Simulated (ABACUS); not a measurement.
The system is Pb.

```
CELL_PARAMETERS angstrom
0.00000 2.47502 2.47502
2.47502 0.00000 2.47502
2.47502 2.47502 0.00000
ATOMIC_POSITIONS crystal
Pb 0.00000 0.00000 0.00000
```

```yaml
Program: ABACUS 3.10.1
Task: single point
Functional: PBE
Potentials_or_basis: PseudoDojo NC SR 0.4.1 PBE standard
Cutoff: 857 eV
Density_cutoff: 3429 eV
Basis: plane waves
k_mesh: 9 × 9 × 9
Occupations: fermi-dirac, width 0.05 eV
Spin: no spin polarisation
```

On this cell: pressure 2.2 GPa; band gap on the k mesh none (metal or under the smearing width).

The same run follows on a disturbed copy (cell strained at random at fixed volume):

```
Pb
1.0
    -0.00696    2.46968    2.44843
     2.44759   -0.02698    2.46845
     2.45382    2.49594   -0.03322
Pb
1
Cartesian
  0.0581 0.0106 -0.0133
```

Question: What does the disturbed cell give?

Answer: The energy (extrapolated to zero smearing) moves by +2.0 meV/atom; pressure 2.2 GPa; band gap on the k mesh none (metal or under the smearing width).

Stress tensor (GPa, compression positive):
```
 2.44 -0.01  0.18
-0.01  2.05  0.76
 0.18  0.76  2.23
```
